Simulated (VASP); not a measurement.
A run of VASP 6.6.1:

INCAR

```
SYSTEM = Ge
PREC     = Accurate       ! precision mode
ENCUT    = 600            ! plane-wave cutoff, eV
EDIFF    = 1E-6           ! SCF threshold, eV
ISMEAR   = 0              ! smearing method
SIGMA    = 0.03           ! smearing width, eV
LREAL    = .FALSE.        ! projectors in reciprocal space
LASPH    = .TRUE.         ! aspherical terms in the spheres
NELM     = 80             ! most SCF steps
ALGO     = Normal         ! electronic algorithm
ISIF     = 3              ! what is computed and relaxed
LWAVE    = .FALSE.        ! write WAVECAR
LCHARG   = .FALSE.        ! write CHGCAR
GGA      = PE             ! functional
IBRION   = 2              ! ionic algorithm
NSW      = 90             ! ionic steps
EDIFFG   = -0.01          ! ionic threshold
```

The input KPOINTS:

```
Automatic mesh
0
G
  10 10 10
  0 0 0
```

Contents of POSCAR:

```
Ge
1.0
    0.0000000000      2.8289100000      2.8289100000
    2.8289100000      0.0000000000      2.8289100000
    2.8289100000      2.8289100000      0.0000000000
Ge
2
Direct
    0.0000000000      0.0000000000      0.0000000000
    0.2500000000      0.2500000000      0.2500000000
```

Potentials or basis: VASP PAW PBE potentials, release 64 (Ge_d).

The run is started by

```sh
$ cat potpaw_PBE.64/Ge_d/POTCAR > POTCAR
$ mpirun -np 1 vasp_std > vasp.out
```

Hardware: 1 thread of Intel(R) Xeon(R) Platinum 8259CL CPU @ 2.50GHz (Skylake/Cascade Lake), on a shared host.

Problem. How long does it take, and how much memory?

Solution. Run time: 79 s on 1 thread of Intel(R) Xeon(R) Platinum 8259CL CPU @ 2.50GHz (Skylake/Cascade Lake) (shared host), peak memory 0.2 GiB. Counts: scf iterations 38, k points 47, ion steps 5.
